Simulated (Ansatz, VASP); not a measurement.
One calculation of InAs, two programs

```
CELL_PARAMETERS angstrom
0.00000 2.35638 2.35638
2.35638 0.00000 2.35638
2.35638 2.35638 0.00000
ATOMIC_POSITIONS crystal
In 0.00000 0.00000 0.00000
As 0.50000 0.50000 0.50000
```

Change from the starting cell: volume scaled by 0.55, PAW files.

Alike in both runs: task single point; functional PBE; k mesh 13 × 13 × 13; occupations fermi-dirac, width 0.1 eV; no spin polarisation.

|  | VASP | Ansatz |
| --- | --- | --- |
| version | VASP 6.6.1 | Ansatz 0.2.0 |
| potentials or method | VASP PAW PBE potentials, release 64 (In_d, As) | PAW with Ansatz's default frozen-core files, scalar-relativistic |
| plane-wave cutoff (eV) | 520 | 420 |
| valence electrons in the cell | 18 | 28 |

|  | VASP | Ansatz | Ansatz less VASP |
| --- | --- | --- | --- |
| pressure (GPa) | 152.6 | 151.1 | -1.49 |

The two sets of potentials don't hold the same shells in valence.

Caveats: the cell as given lies far from equilibrium; so large a pressure means that the cell lies far from this level's equilibrium, or that cutoff or potentials fall short (VASP).
